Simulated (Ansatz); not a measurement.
# ZnS: the cost of one run

Program: Ansatz 0.2.0. Level of theory: reference: DFT, HSE06, plane waves, PAW. These are calculated values, not measurements.

4 further runs of the same task are left out: 1 for a known fault of the program, 3 that didn't finish.

### Step 1. The structure to begin with

It takes space group Pm-3m (No. 221, cubic). Conventional cell: a = 3.179 Å, b = 3.179 Å, c = 3.179 Å, α = 90.00°, β = 90.00°, γ = 90.00°. Zn (site symmetry m-3m) is surrounded by 8 S at 2.75 Å. S (site symmetry m-3m) is surrounded by 8 Zn at 2.75 Å.

Structure file:

```xyz
2
Lattice="3.1792 0.0000 0.0000 0.0000 3.1792 0.0000 0.0000 0.0000 3.1792" Properties=species:S:1:pos:R:3 pbc="T T T"
Zn    0.0000    0.0000    0.0000
S     1.5896    1.5896    1.5896
```

### Step 2. Baseline

File input.yaml:

```yaml
crystal:
  lattice:
    - [3.179233844, 0.0, 0.0]
    - [0.0, 3.179233844, 0.0]
    - [0.0, 0.0, 3.179233844]
  atoms:
    - { symbol: Zn, position: [0.0, 0.0, 0.0] }
    - { symbol: S, position: [0.5, 0.5, 0.5] }
kpoints:
  mp_grid: { grid: [4, 4, 4] }
hamiltonian:
  xc: hse06
scf:
  occupations: { method: fermi_dirac, width: 0.02 }
  n_extra_bands: 4
output:
  forces: true
  stress: true
  eigenvalues: true
```

Run with:

```
$ ansatz run input.yaml --threads 4 --pin off --max-ram 3686MiB --backend cpu --events-out ev --progress --plain --runs-dir out
```

Q: Estimate wall time and peak memory on 4 threads of an x86-64 CPU, shared host.

About 3.6 s, with a peak of 0.68 GiB.
